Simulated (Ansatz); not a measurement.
**H interstitial in HfO₂**

Level of theory: Ansatz 0.2.0, DFT PBE, scalar-relativistic, plane waves, PAW. Run with 420 eV cutoff, 2×2×2 k-mesh, shifted by half a step, Gaussian smearing of 0.01 eV, collinear spin.

Host crystal, relaxed:

```cif
data_structure
_symmetry_space_group_name_H-M 'P 1'
_symmetry_Int_Tables_number 1
_cell_length_a 3.6043
_cell_length_b 3.6043
_cell_length_c 5.2640
_cell_angle_alpha 90.000
_cell_angle_beta 90.000
_cell_angle_gamma 90.000
_cell_volume 68.38
loop_
_atom_site_label
_atom_site_type_symbol
_atom_site_fract_x
_atom_site_fract_y
_atom_site_fract_z
_atom_site_occupancy
Hf1 Hf 0.50000 0.50000 0.50000 1
Hf2 Hf 0.00000 0.00000 0.00000 1
O1 O 0.00000 0.50000 0.69325 1
O2 O 0.50000 0.00000 0.80675 1
O3 O 0.50000 0.00000 0.30675 1
O4 O 0.00000 0.50000 0.19325 1
```

Supercell of 48 atoms, rows in host cell vectors: 2 0 -1; 0 2 1; 0 -2 1. Atoms relax at the host's cell, keeping the symmetry that the supercell leaves at the site. The cell is small, so energies carry finite-size errors of tenths of an eV. The host's Kohn–Sham gap is 4.67 eV. Atoms are taken from and returned to the elements' standard states.

Spin-orbit coupling is left out, which matters for the bands and energies of heavy elements.

Defect: H interstitial set at (0.000, 0.000, 0.500) of the host cell. Before relaxation its nearest neighbours are 4 O at 2.07 Å, 4 O at 2.42 Å.

```tsv
charge	E_f at the valence band top (eV)	moment (μB)	largest move (Å)	atoms near the site
0	2.79	1.00	0.21	4 O at 2.26 Å, 4 O at 2.35 Å
```